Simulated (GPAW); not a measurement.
## BN in GPAW: the effect of functional

Crystal: BN.

```
N B
1.0
     0.00000    1.81300    1.81300
     1.81300    0.00000    1.81300
     1.81300    1.81300    0.00000
N B
1 1
Direct
  0.25000 0.25000 0.25000
  0.00000 0.00000 0.00000
```

The cell is a database's computed one.

Alike in all runs:

```yaml
Program: GPAW 26.7.0
Task: dielectric tensor
Cutoff: 600 eV
Basis: pw
k_mesh: 10 × 10 × 10
Occupations: fermi-dirac, width 0.001 eV
Spin: no spin polarisation
```

One run gave: dielectric constant 4.24 mean. Which functional did it use?
A. AM05
B. GLLB-SC
C. PBEsol
D. LDA

B.

| functional | potentials or basis | dielectric constant (mean) |
| --- | --- | --- |
| GLLB-SC | the program's PAW data sets (release 1.2.1) made for this functional | 4.24 |
| LDA | the program's PAW data sets (release 1.2.1) made for this functional | 4.57 |
| AM05 | PAW data sets generated in the run's folder for this functional | 4.58 |
| PBEsol | PAW data sets generated in the run's folder for this functional | 4.59 |

Caveats: the long-wavelength limit can be off by a per cent or two; a model potential gives levels but no total energy (some runs); response on these states lacks terms of the Hamiltonian (some runs).
